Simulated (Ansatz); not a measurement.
MoS2, 3 atoms in the cell. The structure is trigonal, space group R3m (No. 160). The conventional cell has a = 3.160 Å, b = 3.160 Å, c = 18.450 Å, α = 90.00°, β = 90.00°, γ = 120.00°. Mo (site symmetry 3m) has 6 S at 2.39 Å as nearest neighbours. Around S (site symmetry 3m) lie 3 Mo at 2.39 Å. S (site symmetry 3m) is surrounded by 3 Mo at 2.39 Å. Measurements of this composition are mostly on another form, of space group No. 194.

```yaml
Program: Ansatz 0.2.0
Task: relaxation of cell and atoms
Functional: r2SCAN
Potentials_or_basis: Ansatz PAW
Cutoff: "500 eV (not typed: the program's choice for these potentials)"
k_mesh: 10 × 10 × 10
Occupations: fermi-dirac, width 0.05 eV
Spin: no spin polarisation
Hubbard_terms: Mo d U = 8 eV
Hubbard_projectors: ortho-atomic (the default)
Double_counting: fll (the default)
```

Potentials or basis: Ansatz PAW.

Run with:

```console
$ ansatz run input.yaml --threads 2 --pin off --max-ram 5632MiB --backend cpu --events-out ev --progress --plain --runs-dir out
```

Hardware: 2 threads of Arm Neoverse V2, with other jobs on the host.

Estimate the wall time of this run.

Run time: 96 s on 2 threads of Arm Neoverse V2, on a shared host, peak memory 0.69 GiB. Counts: scf iterations 60, plane waves 1517, k points 116, bands 17, ion steps 7.
